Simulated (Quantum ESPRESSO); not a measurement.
PbS (Galena):

```
CELL_PARAMETERS angstrom
0.00000 2.96575 2.96575
2.96575 0.00000 2.96575
2.96575 2.96575 0.00000
ATOMIC_POSITIONS crystal
Pb 0.00000 0.00000 0.00000
S 0.50000 0.50000 0.50000
```

| Quantity | Value |
| --- | --- |
| Program | Quantum ESPRESSO 7.5 |
| Task | phonons |
| Functional | vdW-DF-cx |
| Potentials or basis | PseudoDojo 0.4.1 SR PBE standard |
| Cutoff | 762 eV |
| Density cutoff | 3048 eV |
| k mesh | 6 × 6 × 6, shifted |
| Occupations | fermi-dirac, width 0.05 eV |
| Spin | no spin polarisation |
| Mixing beta | 0.5 |
| Most SCF iterations | 120 |
| SCF threshold | 4e-10 Ry |

The cell and the atoms were relaxed first, to 26.01 Å³/atom (a = 4.190 Å, b = 4.190 Å, c = 4.190 Å, α = 60.00°, β = 60.00°, γ = 60.00°), and the response was taken there.

The first run showed a gap, so the response started from a second, tighter run with fixed occupations.

Task: Which optical modes does the crystal have at the zone centre, and which show in infrared and Raman spectra?

Result: The optical modes are T1u. Infrared active: T1u. None is Raman active.

Optical modes at Γ, degenerate ones joined, polar ones without the macroscopic field:
```
cm⁻¹  components  symmetry  active in  IR intensity, summed ((D/Å)²/amu)
  82           3       T1u         IR                              51.08
```

Zone-centre frequencies without and with the macroscopic field along z (cm⁻¹):
|  | optical modes in rising order |
| --- | --- |
| without | 82 82 82 |
| with the field | 82 82 222 |

Caveat: the potentials were made for another functional, which shifts forces and pressure.
